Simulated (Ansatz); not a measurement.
Crystal: Pb.

```
Pb
1.0
     3.48000    0.00000    0.00000
    -1.74000    3.01377    0.00000
     0.00000    0.00000    5.59000
Pb
2
Direct
  0.66667 0.33333 0.75000
  0.33333 0.66667 0.25000
```

This isn't the form of Pb at room conditions, which is fcc.

* Program: Ansatz 0.2.0
* Task: single point
* Functional: PBEsol
* Potentials or basis: Ansatz PAW
* Cutoff: 420 eV (not typed: the program's choice for these potentials)
* k mesh: 9 × 9 × 5
* Occupations: fermi-dirac, width 0.05 eV
* Spin: no spin polarisation

On this cell: pressure 1.1 GPa; largest force under 0.003 eV/Å; band gap on the k mesh none (metal or under the smearing width).

The same run follows on a disturbed copy (atoms moved at random, drawn with an rms of 0.05 Å):

```
Pb
1.0
     3.48000    0.00000    0.00000
    -1.74000    3.01377    0.00000
     0.00000    0.00000    5.59000
Pb
2
Direct
  0.67832 0.35185 0.74640
  0.34252 0.68720 0.25624
```

Q: What does the disturbed cell give?

A: The energy (extrapolated to zero smearing) moves by +0.8 meV/atom; pressure 1.1 GPa; largest force 0.076 eV/Å; band gap on the k mesh none (metal or under the smearing width).

Forces in eV/Å, atoms in the order of the input:
```
Pb  -0.003  0.002  0.076
Pb   0.003 -0.002 -0.076
```

Stress tensor (GPa, compression positive):
```
-0.16  0.01 -0.01
 0.01 -0.15  0.00
-0.01  0.00  3.68
```

Caveats: the PAW data sets come from PBE, with cores solved anew for the run's functional, which leaves a small shift of forces and pressure.
